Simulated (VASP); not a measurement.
Wanted: the native input for a VASP 6.6.1 run.

```
Task                   : single point
Functional             : PBE
Potentials or basis    : VASP PAW PBE potentials, release 64 (Ta_pv, N)
Cutoff                 : 520 eV
k mesh                 : 7 × 7 × 7
Occupations            : gaussian, width 0.05 eV
Spin                   : collinear spin, zero start
Starting moments       : [-0.0, -0.0] μB
Hubbard terms          : Ta d U = 4.0 eV
Dipole correction      : no
Further INCAR settings : ALGO = Fast; EDIFF = 1e-06; NBANDS = 19
```

The structure of TaN lies in POSCAR:

```
TaN
1.0
    2.9380011100      0.0000000000      0.0000000000
   -1.4690005500      2.5443836000      0.0000000000
    0.0000000000      0.0000000000      2.8830022100
Ta N
1 1
Direct
    0.3333333333      0.6666666667      0.5000000000
    0.0000000000      0.0000000000      0.0000000000
```

These files were run (other wordings do the same):

INCAR

```
  PREC = Accurate
  ENCUT = 520
  EDIFF = 1E-6
  ISMEAR = 0
  SIGMA = 0.05
  LREAL = False
  LASPH = True
  NELM = 150
  ALGO = Fast
  ISIF = 2
  LWAVE = False
  LCHARG = False
  ISPIN = 2
  MAGMOM = 0 0
  LORBIT = 11
  LMAXMIX = 4
  LDAU = True
  LDAUTYPE = 2
  LDAUL = 2 -1
  LDAUU = 4 0
  LDAUJ = 0 0
  LDAUPRINT = 1
  GGA = PE
  NBANDS = 19
```

KPOINTS

```
regular mesh
0
Gamma
  7 7 7
```

Potentials or basis: VASP PAW PBE potentials, release 64 (Ta_pv, N).

Run with:

```sh
$ cat potpaw_PBE.64/Ta_pv/POTCAR potpaw_PBE.64/N/POTCAR > POTCAR
$ mpirun -np 1 vasp_std > vasp.out
```

Results of the run:

```
Pressure                                              : 18.4 GPa
Band gap on the k mesh                                : none (metal or under the smearing width)
Net moment                                            : 0.00 μB per cell
Valence electrons inside the program's atomic spheres : Ta 8.89; N 3.77
```

Wall time 39 s on 1 thread of AMD EPYC 7R13 Processor (Zen 3) (shared host), peak memory 0.13 GiB.
